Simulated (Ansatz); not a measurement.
The elements of this relaxed crystal are hidden behind letters.

```
lattice vectors (Å)
   2.8232    0.0000    0.0000
   0.0000    2.8232    0.0000
   0.0000    0.0000    4.0734
fractional positions
X 0.0000 0.0000 0.0000
Z 0.5000 0.5000 0.5000
```

The calculation used Ansatz 0.2.0, DFT PBE, scalar-relativistic, plane waves, PAW. Plane waves to 420 eV, a 20×20×14 mesh through Γ for the 2-atom cell and 0.10 eV Gaussian smearing; no spin polarisation.

```
Space group                                 : P4/mmm (No. 123)
Conventional cell                           : a = 2.823 Å, c = 4.073 Å
Volume per atom                             : 16.23 Å³
Density                                     : 3.83 g/cm³
Formation energy                            : −0.40 eV/atom
Gap on the 20×20×14 mesh of the 2-atom cell : 0 eV (a metal)
```

Energies are uncorrected and count from the elements' standard states at the same level.

Question: X is a d-block element of period 4 and Z is a p-block element of period 3. Which elements are they?

Answer: X = Ti, Z = Al, so the formula is TiAl, here in the CuAu (L1_0) type. Density times volume gives a mean mass of 3.83 × 16.23/1.6605 = 37.4 u per atom, and this set has 37.4 u. Among the elements that the hints allow, noble gases aside, only these give it. Ti is surrounded by 4 Ti at 2.82 Å and 8 Al at 2.85 Å; around Al lie 4 Al at 2.82 Å and 8 Ti at 2.85 Å.

A later test with randomly moved atoms came back to the same energy, though modes that don't fit the test's cell weren't probed.
